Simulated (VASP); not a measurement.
Input of a VASP 6.6.1 run:

File INCAR:

```
  PREC = Accurate
  ENCUT = 600
  EDIFF = 1E-6
  ISMEAR = 1
  SIGMA = 0.1
  LREAL = F
  LASPH = T
  NELM = 80
  ALGO = Normal
  ISIF = 3
  LWAVE = F
  LCHARG = F
  GGA = PE
  IBRION = 2
  NSW = 90
  EDIFFG = -0.01
```

KPOINTS

```
regular mesh
0
Gamma
  9 9 12
```

File POSCAR:

```
Zr
1.0
    5.0328000000      0.0000000000      0.0000000000
   -2.5164000000      4.3585326500      0.0000000000
    0.0000000000      0.0000000000      3.1324000000
Zr
3
Direct
    0.6666666700      0.3333333300      0.5000000000
    0.3333333300      0.6666666700      0.5000000000
    0.0000000000      0.0000000000      0.0000000000
```

Potentials or basis: VASP PAW PBE potentials, release 64 (Zr_sv).

Launch:

```sh
$ cat potpaw_PBE.64/Zr_sv/POTCAR > POTCAR
$ mpirun -np 1 vasp_std > vasp.out
```

What does it give for the space group after relaxing (to 0.05 Å)?

P6/mmm (No. 191).

Predict the relaxed volume.

23.11 Å³/atom.

Estimate the band gap on the k mesh.

none (metal or under the smearing width).

Predict the relaxed cell.

a = 5.038 Å, b = 5.038 Å, c = 3.154 Å, α = 90.00°, β = 90.00°, γ = 120.00°.

The path:
```
step  energy change (eV)  largest force (eV/Å)  pressure (GPa)  volume (Å³)
   1              0.0000                0.0000            0.90        68.71
   2             -0.0006                0.0000           -0.89        70.00
   3             -0.0023                0.0000           -0.08        69.40
   4             -0.0025                0.0000            0.00        69.34
```
